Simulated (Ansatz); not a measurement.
How much do the gradients of SiC depend on the method?

Cell: a computed structure from the Materials Project (it need not be an observed phase), taken as it stands.

```cif
data_SiC
_symmetry_space_group_name_H-M 'P6_3mc'
_symmetry_Int_Tables_number 186
_cell_length_a 3.0765
_cell_length_b 3.0765
_cell_length_c 40.2677
_cell_angle_alpha 90.000
_cell_angle_beta 90.000
_cell_angle_gamma 120.000
loop_
_atom_site_label
_atom_site_type_symbol
_atom_site_symmetry_multiplicity
_atom_site_Wyckoff_symbol
_atom_site_fract_x
_atom_site_fract_y
_atom_site_fract_z
Si1 Si 2 b 0.3333 0.6667 0.8125
Si2 Si 2 b 0.3333 0.6667 0.5625
Si3 Si 2 a 0.0000 0.0000 0.3750
Si4 Si 2 b 0.6667 0.3333 0.9374
Si6 Si 2 a 0.0000 0.0000 0.2500
Si8 Si 2 b 0.6667 0.3333 0.6875
Si9 Si 2 b 0.6667 0.3333 0.5000
Si14 Si 2 a 0.0000 0.0000 0.6249
C17 C 2 a 0.0000 0.0000 0.1718
C18 C 2 b 0.3333 0.6667 0.4843
C19 C 2 b 0.6667 0.3333 0.3595
C20 C 2 b 0.3333 0.6667 0.0470
C22 C 2 a 0.0000 0.0000 0.9219
C23 C 2 b 0.3333 0.6667 0.6094
C24 C 2 b 0.6667 0.3333 0.7345
C27 C 2 a 0.0000 0.0000 0.7968
```

One atom of each set is listed.

First run. All values are calculated (Ansatz; DFT, PBE, plane waves and PAW, scalar-relativistic, 420 eV cutoff, Γ-centred 10×10×1 k-points, Fermi–Dirac smearing 0.02 eV), not measured.

```tsv
site	V_zz (10²¹ V/m²)	η
Si1	-0.055	0.00
Si2	0.27	0.00
Si3	0.26	0.00
Si4	0.22	0.00
Si6	0.31	0.00
Si8	-0.043	0.00
Si9	-0.051	0.00
Si14	0.22	0.00
C17	0.053	0.00
C18	0.051	0.00
C19	0.20	0.00
C20	0.20	0.00
C23	0.018	0.00
C24	0.20	0.00
```

Second run. The same atoms and settings, except that the functional is PBEsol.

**Question.** What does the second run give?

**Answer.** 

```tsv
site	V_zz	η	change of V_zz
Si1	-0.053	0.00	0.00
Si2	0.26	0.00	-0.01
Si3	0.25	0.00	-0.01
Si4	0.22	0.00	0.00
Si6	0.30	0.00	-0.01
Si8	-0.040	0.00	0.00
Si9	-0.048	0.00	0.00
Si14	0.22	0.00	0.00
C17	0.051	0.00	0.00
C18	0.049	0.00	0.00
C19	0.20	0.00	0.00
C20	0.20	0.00	0.00
C23	0.020	0.00	0.00
C24	0.21	0.00	+0.01
```

No V_zz moves by more than 0.01. The table leaves out 2 of the 16 sites, with |V_zz| up to 0.06; their tensors move by 0.01 at most along any direction. The statements above cover all sites.
